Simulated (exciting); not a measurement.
Set up this calculation in exciting (release sodium), as the native input.

```
Task                                     : single point
Functional                               : LDA
Potentials or basis                      : all-electron LAPW+lo, shipped species files, valence relativity iora*
rgkmax                                   : 7.5
k mesh                                   : 9 × 9 × 9
Occupations                              : gaussian, width 0.05 eV
Spin                                     : no spin polarisation
outputlevel                              : high
gmaxvr (cutoff of density and potential) : 14 1/bohr
lmaxapw (and lmaxmat)                    : 10
lmaxvr                                   : 8
nempty                                   : 8
Valence relativity                       : iora*
epsengy                                  : 1e-05 Ha
epspot                                   : 1e-05 Ha
maxscl                                   : 60
Muffin-tin radii                         : Na 2.0 bohr
```

Crystal: Na.

```
Na
1.0
    -2.14100    2.14100    2.14100
     2.14100   -2.14100    2.14100
     2.14100    2.14100   -2.14100
Na
1
Cartesian
  0.0000 0.0000 0.0000
```

These files were run (other wordings do the same):

input.xml

```xml
<input>
  <title>Na</title>
  <structure speciespath="./" tshift="false">
    <crystal scale="1">
      <basevect>-4.045903632824 4.045903632824 4.045903632824</basevect>
      <basevect>4.045903632824 -4.045903632824 4.045903632824</basevect>
      <basevect>4.045903632824 4.045903632824 -4.045903632824</basevect>
    </crystal>
    <species speciesfile="Na.xml" rmt="2">
      <atom coord="0.000000000000 0.000000000000 0.000000000000"/>
    </species>
  </structure>
  <groundstate do="fromscratch" ngridk="9 9 9" rgkmax="7.5" gmaxvr="14" lmaxapw="10" lmaxmat="10" lmaxvr="8" xctype="LDA_PW" stype="Gaussian" swidth="0.00183747" nempty="8" ValenceRelativity="iora*" epsengy="1e-05" epspot="1e-05" maxscl="60" tforce="true" outputlevel="high"/>
</input>
```

Potentials or basis: all-electron LAPW+lo, shipped species files, valence relativity iora*.

Launch:

```bash
$ OMP_NUM_THREADS=1 exciting_smp
```

Results of the run:

* Band gap on the k mesh: none (metal or under the smearing width)
* All electrons inside the program's atomic spheres: Na 9.94 (radii Na 2.0 bohr)

Caveat: the log's total energy holds no entropy term; the free energy is that total less TS from the occupations.

Run time: 18 s on 1 thread of Arm Neoverse V2 (shared host), peak memory 0.11 GiB.
